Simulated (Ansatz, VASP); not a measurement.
**One calculation of P, two programs**

```
P
1.0
     3.02546    1.74675    4.73549
    -3.02546    1.74675    4.73549
     0.00000   -3.49349    4.73549
P
7
Direct
  0.00097 0.39072 0.39072
  0.39072 0.00097 0.39072
  0.39072 0.39072 0.00097
  0.99903 0.60928 0.60928
  0.60928 0.99903 0.60928
  0.60928 0.60928 0.99903
  0.50000 0.50000 0.50000
```

Alike in both runs: functional PBE; k mesh 6 × 6 × 6; occupations gaussian, width 0.1 eV; no spin polarisation.

Ansatz relaxed the structure, and its values are those at the end. VASP's run is a single point on that final structure, the one shown.

|  | VASP | Ansatz |
| --- | --- | --- |
| version | VASP 6.6.1 | Ansatz 0.2.0 |
| potentials or method | VASP PAW PBE potentials, release 64 (P) | scalar-relativistic, plane waves, PAW |
| plane-wave cutoff (eV) | 520 | 420 |
| valence electrons in the cell | 35 | 35 |

```csv
,VASP,Ansatz,Ansatz less VASP
gap on the k mesh at the Fermi level (eV),none,none,-
pressure (GPa),0.0,0.2,+0.18
rms of the force components (eV/Å),0.018,0.004,-0.0137
```

A gap of «none» marks a metal or a gap that the smearing closes.
